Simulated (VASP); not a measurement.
An input for Ansatz (written as the equivalent of a VASP run, and not itself run):

Ansatz 0.2 input:
```yaml
crystal:
  lattice:
    - [-2.7469799, 2.7469799, 5.5178409]
    - [2.7469799, -2.7469799, 5.5178409]
    - [2.7469799, 2.7469799, -5.5178409]
  atoms:
    - { symbol: In, position: [0.5000000, 0.5000000, 0.0000000] }
    - { symbol: In, position: [0.2500000, 0.7500000, 0.5000000] }
    - { symbol: Cu, position: [0.0000000, 0.0000000, 0.0000000] }
    - { symbol: Cu, position: [0.7500000, 0.2500000, 0.5000000] }
    - { symbol: S, position: [0.8750000, 0.9075103, 0.5325103] }
    - { symbol: S, position: [0.0924897, 0.6250000, 0.9674897] }
    - { symbol: S, position: [0.3750000, 0.3424897, 0.4674897] }
    - { symbol: S, position: [0.6575103, 0.1250000, 0.0325103] }
kpoints:
  mp_grid: { grid: [7, 7, 7] }
hamiltonian:
  xc: pbesol
  pseudopotentials: { kind: paw }
scf:
  occupations: { method: methfessel_paxton, width: 0.1 }
  max_iter: 100
relax:
  max_steps: 60
  f_tol: 0.02
  cell: {}
output: { forces: true, stress: true, eigenvalues: true }
```

Question: Translate this input to VASP (INCAR, KPOINTS, POSCAR, choice of POTCAR).

Answer: Several could match; the one computed here: 
**POSCAR**
```
CuInS2
1
   -2.7469799052     2.7469799052     5.5178408969
    2.7469799052    -2.7469799052     5.5178408969
    2.7469799052     2.7469799052    -5.5178408969
In Cu S
2 2 4
Direct
  0.5000000000   0.5000000000   0.0000000000
  0.2500000000   0.7500000000   0.5000000000
  0.0000000000   0.0000000000   0.0000000000
  0.7500000000   0.2500000000   0.5000000000
  0.8750000000   0.9075103316   0.5325103316
  0.0924896684   0.6250000000   0.9674896684
  0.3750000000   0.3424896684   0.4674896684
  0.6575103316   0.1250000000   0.0325103316
```

### INCAR
```
SYSTEM=CuInS2
PREC=Accurate; ENCUT=400; LREAL=.False.
LASPH=.True.
EDIFF=1E-6; NELM=100; ALGO=Normal
LMAXMIX=4
ISMEAR=1; SIGMA=0.1
GGA=PS
IBRION=2; NSW=60; ISIF=3
EDIFFG=-0.02
LWAVE=.False.; LCHARG=.False.
```

KPOINTS:
```
Regular mesh
0
Gamma
7 7 7
0 0 0
```

POTCAR, in this order: In_d Cu S (PBE.64 set). Program: vasp_std.

What does not carry over: each code has its own PAW files, so the cut-off isn't converted (ENCUT is set for VASP's; basis.ecutwfc is left out, and Ansatz then takes the one that its files recommend); Ansatz stops its SCF on the density residual and VASP on the energy change (EDIFF).

The compound is CuInS2 in the chalcopyrite structure. This run relaxes it. Symmetry was kept, so distortions that lower it aren't found. The start is the result of an earlier pass.
